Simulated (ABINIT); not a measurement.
Input of an ABINIT 10.8.3 (patched build) run:

The input run.abi:

```
ndtset 7
getwfk -1
scalecart1 3*0.9795861087
scalecart2 3*0.9864848297
scalecart3 3*0.9932883884
scalecart4 3*1.0000000000
scalecart5 3*1.0066227096
scalecart6 3*1.0131594038
scalecart7 3*1.0196128224

pp_dirpath "./"
pseudos "Zn.LDA_PW-JTH.xml"

acell 5.1356176097 5.1356176097 5.1356176097
rprim
    -0.5773502692     0.5773502692     0.5773502692
     0.5773502692    -0.5773502692     0.5773502692
     0.5773502692     0.5773502692    -0.5773502692
ntypat 1
znucl 30
natom 1
typat 1
xred
     0.0000000000     0.0000000000     0.0000000000

ecut 22.0
pawecutdg 44.0

kptopt 1
ngkpt 12 12 12
nshiftk 1
shiftk 0.0 0.0 0.0

ixc 7

nband 10
occopt 3
tsmear 0.00183747

nstep 100
tolvrs 1.0e-9

iomode 3
prtwf 1
prtden 0
prteig 0
prtebands 0
```

Potentials or basis: JTH PAW LDA v2.0.

Command:

```console
$ abinit run.abi > log 2>&1
```

Q: What does it give for the bulk modulus?

A: 79 GPa (rough).

Q: What does it give for the equilibrium volume?

A: 13.44 Å³/atom (rough: see the caveat).

Energy against volume, from the lowest point:
```csv
volume (Å³/atom),energy (meV/atom)
14.524,0.00
14.833,11.20
15.142,24.52
15.451,39.64
15.760,56.42
16.069,74.73
16.378,94.25
```

Caveat: pressures at fixed basis lie under the slope of the energies; the minimum lies outside the volumes run.
